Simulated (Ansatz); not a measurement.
## Worked example: C5H12 → C4H9 + CH3

Species: C5H12 (pentane) `CCCCC`, singlet; C4H9 `[CH2]CCC`, doublet; CH3 (methyl radical) `[CH3]`, doublet. 

Shapes, held fixed at every level: PBE0-D4/def2-TZVP. Flexible molecules stand in one conformer, not always the lowest. Programs: Ansatz 0.2.0. Electronic energies: no zero-point or thermal term.

At MP2/def2-TZVPP; 1 Eh = 2625.50 kJ/mol:

| species | energy (Eh) |
| --- | --- |
| C5H12 | -197.297587 |
| C4H9 | -157.404244 |
| CH3 | -39.736289 |

Question: Work out ΔE of the reaction at this level.

Answer: 
1. Products less reactants: (-157.404244) + (-39.736289) − [(-197.297587)] = 0.157054 Eh = +412.3 kJ/mol.

Other levels give +263.0 (HF/def2-TZVPP) to +412.8 kJ/mol (MP2/def2-SVP). No measured value is set beside it here. Open shells run unrestricted unless RO is named.
